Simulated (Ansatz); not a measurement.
The system is Al2O3 (Corundum).

```xyz
10
Lattice="2.3803 1.3742 4.3319 -2.3803 1.3742 4.3319 0.0000 -2.7485 4.3319" Properties=species:S:1:pos:R:3 pbc="T T T"
Al    0.0000    0.0000   11.0743
Al    0.0000    0.0000    8.4191
Al    0.0000    0.0000    1.9213
Al    0.0000    0.0000    4.5765
O    -1.6503   -0.1099    5.4148
O     0.7300    1.4841    5.4148
O     0.9203   -1.3742    5.4148
O     1.6503    0.1099    7.5808
O    -0.7300   -1.4841    7.5808
O    -0.9203    1.3742    7.5808
```

Base run:

- Program: Ansatz 0.2.0
- Functional: PBEsol
- Potentials or basis: Ansatz PAW
- Cutoff: 420 eV (not typed: the program's choice for these potentials)
- k mesh: 7 × 7 × 7
- Occupations: fermi-dirac, width 0.05 eV
- Spin: no spin polarisation

Its results: band gap on the k mesh 6.11 eV, direct; pressure 1.7 GPa; largest force 0.081 eV/Å.

After a change of settings the same cell gave: band gap on the k mesh 6.48 eV, direct; pressure 11.3 GPa; largest force 0.037 eV/Å. Which change was it?
A. functional from PBEsol to BLYP
B. functional from PBEsol to LDA
C. functional from PBEsol to RPBE
D. functional from PBEsol to PBE; occupations from fermi-dirac, width 0.05 eV to gaussian, width 0.015 eV

A.

BLYP binds less tightly than PBEsol, so the same cell stands under more pressure.

Caveats: the PAW data sets come from PBE, with cores solved anew for the run's functional, which leaves a small shift of forces and pressure.
